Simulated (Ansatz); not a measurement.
# Si₂Ni: computed properties

These are results of DFT PBEsol, scalar-relativistic, plane waves, PAW in Ansatz 0.2.0, not measurements.

Settings: cutoff 420 eV, Γ-centred mesh 14×14×14 on the computed 3-atom cell, Gaussian smearing of 0.10 eV; no spin polarisation.

The structure is relaxed at this level of theory with its symmetry kept.

```cif
data_structure
_symmetry_space_group_name_H-M 'Fm-3m'
_symmetry_Int_Tables_number 225
_cell_length_a 5.3913
_cell_length_b 5.3913
_cell_length_c 5.3913
_cell_angle_alpha 90.000
_cell_angle_beta 90.000
_cell_angle_gamma 90.000
_cell_volume 156.71
loop_
_atom_site_label
_atom_site_type_symbol
_atom_site_symmetry_multiplicity
_atom_site_Wyckoff_symbol
_atom_site_fract_x
_atom_site_fract_y
_atom_site_fract_z
_atom_site_occupancy
Si1 Si 8 c 0.25000 0.75000 0.75000 1
Ni1 Ni 4 a 0.00000 0.00000 0.00000 1
```

- Space group: Fm-3m (No. 225)
- Volume per atom: 13.06 Å³
- Formation energy from the elements' standard states (uncorrected): -0.453 eV/atom
- Kohn–Sham band gap: none (metal)
- Density of states at the Fermi level: 0.86 states/eV per cell
- Löwdin character within 0.5 eV of the Fermi level: Ni 3d 34 %, Si 3s 30 %, Si 3p 29 %, unprojected 7 %
- Bulk modulus: 159 GPa
- Its pressure derivative: 4.4
- Bader charges (e): Si (2 in the cell) 0.48, Ni (1 in the cell) -0.96

A ferromagnetic start lost its moments in a first run, so spin was left out; other magnetic orders weren't tried.